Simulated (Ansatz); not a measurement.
# Axial (c/a) deformation path in TaS2

Level of theory: DFT PBE+D3(BJ), scalar-relativistic, plane waves, PAW in Ansatz 0.2.0. Cutoff 420 eV, Γ-centred 18×18×10 k-points, Gaussian smearing of 0.15 eV. Spin–orbit coupling is left out, which can shift energies with elements as heavy as these. No spin polarisation. Energies are free energies at this smearing, counted from the undisturbed cell; pressure is positive in compression.

The undisturbed cell (as given, not relaxed at this level; it stands at 5.5 GPa):

```yaml
crystal:
  lattice:
    - [3.35000, 0.00000, 0.00000]
    - [-1.67500, 2.90119, 0.00000]
    - [0.00000, 0.00000, 5.86000]
  atoms:
    - { symbol: Ta, position: [0.00000, 0.00000, 0.00000] }
    - { symbol: S, position: [0.33333, 0.66667, 0.25000] }
    - { symbol: S, position: [0.66667, 0.33333, 0.75000] }
```

At fixed volume and fractional coordinates, lengths along (0.000, 0.000, 1.000) are scaled against those across it; ρ is that ratio over its starting value. The cell is metallic on the mesh throughout.

```tsv
ρ	ΔE (meV/atom)	pressure (GPa)
0.800	223.1	4.4
0.850	140.3	5.0
0.920	54.0	5.4
0.960	21.0	5.5
1.000	0.0	5.5
1.050	-9.0	5.4
1.100	?	?
1.200	?	?
```

(1) Give the withheld values.

## Answers

(1) ΔE (meV/atom) at ρ = 1.100: 1.6; pressure (GPa) at ρ = 1.100: 5.2; ΔE (meV/atom) at ρ = 1.200: 79.5; pressure (GPa) at ρ = 1.200: 4.7.